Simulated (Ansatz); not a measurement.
# ZnO (zincite) (P6_3mc) in Ansatz: settings compared, part 2 of 2

Ansatz 0.2.0. Earlier steps stand in the parts before.

## 5. Phonons, PBE

The input, input.yaml:

```yaml
crystal:
  lattice:
    - [3.249308, 0.0, 0.0]
    - [-1.624654, 2.8139832727, 0.0]
    - [0.0, 0.0, 5.205709]
  atoms:
    - { symbol: Zn, position: [0.6666666667, 0.3333333333, 0.0] }
    - { symbol: Zn, position: [0.3333333333, 0.6666666667, 0.5] }
    - { symbol: O, position: [0.3333333333, 0.6666666667, 0.87901] }
    - { symbol: O, position: [0.6666666667, 0.3333333333, 0.37901] }
hamiltonian:
  xc: pbe
  pseudopotentials: { kind: paw }
kpoints:
  mp_grid: { grid: [7, 7, 4] }
scf:
  occupations: { method: fixed }
phonons:
  method: dfpt
  dielectric: true
  rigid_motions: translations
```

Potentials or basis: Ansatz PAW.

Run with:

```
$ ansatz run input.yaml --threads 2 --pin off --max-ram 5632MiB --backend cpu --events-out ev --progress --plain --runs-dir out
```

Output:

```text
Warning: RAYON_NUM_THREADS=2 ignored (pool sized by the plan → 2); use --threads N
Engine: ansatz 0.2.0, x86_64-unknown-linux-gnu
Pseudopotentials: kind: paw
Pseudopotential: Zn, paw, valence charge 12, recommended cutoff 420 eV (normal), Zn.paw.azcp
Pseudopotential: O, paw, valence charge 6, recommended cutoff 420 eV (normal), O.paw.azcp
Functional definition: PBE
  parameter kappa = 0.804
  parameter beta = 0.06672455060314922
  exchange = pbe_x(kappa = kappa, mu = beta*pi^2/3)
  correlation = pbe_c(beta = beta)
Crystal: 4 atoms, lattice volume = 47.598 Å³
Basis set: ecut = 420 eV, 941 PW (Γ), exchange–correlation on 48×48×72 points (8 copies of the dense FFT grid, shifted against one another)
Bands: 22, of which v1, the nominal top of the filled ones, is band 18 counted from 1 (17 counted from 0)
Symmetry: 12 space group operations
k-points: 60 of 196 (irreducible under 2 space group operations, time reversal used)
Non-local potential: Zn, projectors of the file, l = 0: 2, l = 1: 2, l = 2: 3, l = 3: 1
Non-local potential: O, projectors of the file, l = 0: 2, l = 1: 2, l = 2: 1
PAW form: soft (Blöchl's): semilocal exchange-correlation on the pseudo side does not see the compensation charge
PAW one-centre angular grid: Zn, 590 points (default); XC on 64 Gauss nodes
PAW one-centre angular grid: O, 110 points (default); XC on 64 Gauss nodes
Initial density: superposition of atomic densities (neutral atoms: chi_scale 0, normalization atom), corrected by the library's trained network
Initial wavefunctions: pseudopotential atomic-orbital guess
Functional: x = pbe(κ = 0.804, μ = 0.2195149727645171), c = pbe(β = 0.06672455060314922)
SCF iter   1: F=—  HF=-7773.664208 eV  |F-HF|=—  |Δ(HF+E_count)|=         —  Δρ=6.81e-4  dr2=6.99e-5  ethr=1.77e-3  ⟨swp⟩=5.1  Hψ=5247  notcnv=0  defer=120
preconditioner: auto → Resta (q_TF=auto, 2.604 Å⁻¹)  ε∞=7.5  [insulator: Δε(μ)=0.806 eV  Ē_g=12.691 eV  n_scr=22 (ndim 8)  ℏωp=32.3 eV  f_vac=0.035  ε∞_Penn≈7.5]
SCF iter   2: F=—  HF=-7773.665437 eV  |F-HF|=—  |Δ(HF+E_count)|=   1.23e-3  Δρ=4.17e-4  dr2=2.83e-5  ethr=1.94e-7  ⟨swp⟩=2.9  Hψ=3540  notcnv=0  defer=120
SCF iter   3: F=—  HF=-7773.665509 eV  |F-HF|=—  |Δ(HF+E_count)|=   7.22e-5  Δρ=2.46e-4  dr2=1.26e-5  ethr=7.85e-8  ⟨swp⟩=2.0  Hψ=2278  notcnv=0  defer=33
SCF iter   4: F=—  HF=-7773.665557 eV  |F-HF|=—  |Δ(HF+E_count)|=   4.73e-5  Δρ=9.78e-5  dr2=2.85e-6  ethr=3.51e-8  ⟨swp⟩=2.0  Hψ=2382  notcnv=0  defer=24
SCF iter   5: F=—  HF=-7773.665559 eV  |F-HF|=—  |Δ(HF+E_count)|=   2.58e-6  Δρ=2.64e-5  dr2=2.53e-7  ethr=7.91e-9  ⟨swp⟩=2.0  Hψ=2277  notcnv=0
SCF iter   6: F=—  HF=-7773.665559 eV  |F-HF|=—  |Δ(HF+E_count)|=   1.79e-7  Δρ=1.26e-5  dr2=5.72e-8  ethr=7.01e-10  ⟨swp⟩=2.0  Hψ=2280  notcnv=0
SCF iter   7: F=—  HF=-7773.665559 eV  |F-HF|=—  |Δ(HF+E_count)|=   9.62e-8  Δρ=2.30e-6  dr2=2.05e-9  ethr=1.59e-10  ⟨swp⟩=2.0  Hψ=2336  notcnv=0
SCF iter   8: F=—  HF=-7773.665559 eV  |F-HF|=—  |Δ(HF+E_count)|=   4.06e-9  Δρ=8.45e-7  dr2=3.26e-10  ethr=5.71e-12  ⟨swp⟩=2.0  Hψ=2212  notcnv=0
SCF iter   9: F=-7773.665559 eV  HF=-7773.665559 eV  |F-HF|=1.27e-11  |Δ(HF+E_count)|=  2.72e-10  Δρ=1.75e-7  dr2=1.12e-11  ethr=1.00e-12  ⟨swp⟩=6.7  Hψ=7056  notcnv=0
SCF 1 converged in 9 iterations: F = -7773.665559 eV  dr2 = 1.12e-11
NSCF: frozen V_eff on 6 k-points
DFPT response loops at Γ: preconditioner auto → Resta (q_TF=auto, 2.604 Å⁻¹)  ε∞=8.6 (no band partly filled); β = 1.00, the filter's whole step (`scf.mixing.beta` (0.50) is not read by the response loops at its default; to damp them type it under 1.00, their step now; it binds the ground state too); Broyden in place of MSR1
── the response to a field inside a basis, on 10×10×6 k-points: an SCF that follows is theirs, and a resumed run solves both again ──
Bands: 19, of which v1, the nominal top of the filled ones, is band 18 counted from 1 (17 counted from 0)
k-points: 90
[... 54 lines left out ...]
       -0.000000     4.871441     0.000000
       -0.000000     0.000000     5.218258
  softest optical mode at Γ: 84.14 cm⁻¹; the repairs (sum rule, projections) moved no ω² at Γ by more than (1.85 cm⁻¹)²
  Born effective charges Z* (e; rows j = field, columns β = displacement):
    site 0:
         2.11718   -0.00000    0.00000
        -0.00000    2.11718    0.00000
         0.00000    0.00000    2.16720
    site 1:
         2.11718   -0.00000    0.00000
        -0.00000    2.11718    0.00000
         0.00000    0.00000    2.16720
    site 2:
        -2.11718    0.00000   -0.00000
         0.00000   -2.11718   -0.00000
        -0.00000   -0.00000   -2.16720
    site 3:
        -2.11718   -0.00000   -0.00000
         0.00000   -2.11718   -0.00000
        -0.00000   -0.00000   -2.16720
  Z* charge neutrality: 2.051e-3 e pre-enforcement
  solved inside a basis spanned on kpoints, on 10×10×6 k-points transformed towards the longest dipole: ε∞ is read to err by 2.0e-2, Z* by 2.0e-2 e (field_mesh: kpoints solves on kpoints); Z* is corrected for what the basis lacks
  optical modes at Γ without the LO–TO term, one row a degenerate level:
      ω (cm⁻¹)  modes    IR ((D/Å)²/amu)
         84.14      2             0.0000
        253.69      1             0.0000
        380.50      1            16.8603
        384.72      2            32.1819
        418.54      2             0.0000
        540.78      1             0.0000
  optical modes at Γ + LO–TO along q̂ = [1.0000, 0.0000, 0.0000]:
      ω (cm⁻¹)  modes    IR ((D/Å)²/amu)
         84.14      2             0.0000
        253.69      1             0.0000
        380.50      1            16.8603
        384.72      1            16.0910
        418.54      2             0.0000
        538.37      1            16.0910
        540.78      1             0.0000
  optical modes at Γ + LO–TO along q̂ = [0.0000, 1.0000, 0.0000]:
      ω (cm⁻¹)  modes    IR ((D/Å)²/amu)
         84.14      2             0.0000
        253.69      1             0.0000
        380.50      1            16.8603
        384.72      1            16.0910
        418.54      2             0.0000
        538.37      1            16.0910
        540.78      1             0.0000
  optical modes at Γ + LO–TO along q̂ = [0.0000, 0.0000, 1.0000]:
      ω (cm⁻¹)  modes    IR ((D/Å)²/amu)
         84.14      2             0.0000
        253.69      1             0.0000
        384.72      2            32.1819
        418.54      2             0.0000
        540.22      1            16.8603
        540.78      1             0.0000
```

second_order_force_constants.tsv:

```text
# format = ansatz-second-order-force-constants/2
# a1_ang = 3.249307999988449e0 0e0 0e0
# a2_ang = -1.6246539999942244e0 2.8139832727100034e0 0e0
[... 48 lines left out ...]
1	1	0	0	0	1	7.309541725249419e0	-1.8509511476671027e-23	-2.0955242184676697e-23	-1.8509511476671027e-23	7.309541725249418e0	3.534867144588106e-16	-2.0955242184676703e-23	3.534867144588106e-16	1.1793987229756809e1
[... 8 lines left out ...]
3	2	0	0	0	2	-9.307832253145449e-1	5.89614818902558e-23	1.1690819324082792e-22	1.1368553519002165e-22	-9.307832253145448e-1	-1.102194927966234e-16	-4.632211430296955e-23	-1.1021854650200264e-16	-5.025806356491451e0
3	3	0	0	0	3	7.926904443648804e0	-1.106476332853815e-22	-9.705585853955526e-23	-1.106476332853815e-22	7.926904443648803e0	3.663019700203734e-16	-9.705585853955526e-23	3.663019700203734e-16	1.1869197583878126e1
```

It took 92 s on 2 threads of Intel Xeon at 2.50GHz (Skylake/Cascade Lake), shared host; peak memory 0.75 GiB.

What came out:

```
Free energy                                             : -7773.6656 eV
Band gap on the k mesh                                  : 0.80 eV, direct
Electronic dielectric tensor (diagonal)                 : 5.08, 5.08, 5.14
Born charges (mean of the diagonal)                     : Zn +2.13; O -2.13 e
Highest phonon frequency at Γ, LO-TO splitting left out : 541 cm⁻¹
Static dielectric tensor (diagonal)                     : 9.96, 9.96, 10.36
```

Levels at points of the mesh, in eV from the valence-band top:
```tsv
k point	band 15	band 16	band 17	band 18	band 19	band 20	band 21	band 22
(0.00, 0.00, 0.00)	-0.81	-0.07	0.00	0.00	0.80	5.23	8.27	12.88
(0.00, 0.00, -0.50)	-0.40	-0.40	-0.40	-0.40	3.47	3.47	10.13	10.13
```

Phonon frequencies in cm⁻¹ (negative: imaginary):
```
              q point                              frequencies
(0.000, 0.000, 0.000)  0 0 0 84 84 254 380 385 385 419 419 541
```

Electronic dielectric tensor:
```
5.08 0.00 0.00
0.00 5.08 0.00
0.00 0.00 5.14
```

Born effective charge tensors (e):
atom 1, Zn
```
2.12 0.00 0.00
0.00 2.12 0.00
0.00 0.00 2.17
```
atom 2, Zn
```
2.12 0.00 0.00
0.00 2.12 0.00
0.00 0.00 2.17
```
atom 3, O
```
-2.12  0.00  0.00
 0.00 -2.12  0.00
 0.00  0.00 -2.17
```
atom 4, O
```
-2.12  0.00  0.00
 0.00 -2.12  0.00
 0.00  0.00 -2.17
```

Static dielectric tensor, electrons and zone-centre modes:
```
 9.96  0.00  0.00
 0.00  9.96  0.00
 0.00  0.00 10.36
```

Caveat: odd divisions of the mesh miss points on the zone boundary, where band edges often lie, so the gap on the mesh can be too wide.

## 6. Summary

| task | level | k mesh | smearing | points for each segment of the path | gap on the mesh (eV) |
| --- | --- | --- | --- | --- | --- |
| phonons | LDA | 7 × 7 × 4 | fixed | - | 0.73 |
| band structure | PBEsol | 9 × 9 × 5 | fermi-dirac 0.05 eV | 14 | 0.70 |
| Born charges and dielectric tensor | LDA | 9 × 9 × 5 | fixed | - | 0.74 |
| phonons | PBE | 7 × 7 × 4 | fixed | - | 0.80 |

Alike in all rows: potentials or basis Ansatz PAW; no spin polarisation; cell as given; cutoff (eV) 420.

On the cell as given the gap runs from 0.70 eV (PBEsol) to 0.80 eV (PBE); the meshes differ, which moves gaps too.

Caveats: odd divisions of the mesh miss points on the zone boundary, where band edges often lie, so the gap on the mesh can be too wide (some runs).

Total energies depend on the potentials used, so only differences within one code and one set of settings carry meaning.

## 7. Comparison with measurements

Step 2. Against the measured gap of ZnO, 3.37 eV (quoted in “Electronic structure of alkaline earth and post-transition metal oxides”, 2009, arxiv:0908.1581), the calculated 0.73 eV is off by -2.64 eV. So large a miss can be the level of theory's own, or it may mean another phase, state or a wrong row. The value is that of LDA, without temperature or zero-point motion. Semilocal functionals fall short of measured gaps as a rule.

Step 3. A measured gap of ZnO is 3.37 eV (quoted in “Electronic structure of alkaline earth and post-transition metal oxides”, 2009, arxiv:0908.1581); the calculated 0.70 eV misses it by -2.67 eV. So large a miss can be the level of theory's own, or it may mean another phase, state or a wrong row. The value is that of PBEsol, without temperature or zero-point motion. Semilocal functionals fall short of measured gaps as a rule.

Step 4. A measured gap of ZnO is 3.37 eV (quoted in “Electronic structure of alkaline earth and post-transition metal oxides”, 2009, arxiv:0908.1581); the calculated 0.74 eV misses it by -2.63 eV. So large a miss can be the level of theory's own, or it may mean another phase, state or a wrong row. The value is that of LDA, without temperature or zero-point motion. Semilocal functionals fall short of measured gaps as a rule.

Step 5. Against the measured gap of ZnO, 3.37 eV (quoted in “Electronic structure of alkaline earth and post-transition metal oxides”, 2009, arxiv:0908.1581), the calculated 0.80 eV is off by -2.57 eV. So large a miss can be the level of theory's own, or it may mean another phase, state or a wrong row. The value is that of PBE, without temperature or zero-point motion. Semilocal functionals fall short of measured gaps as a rule.
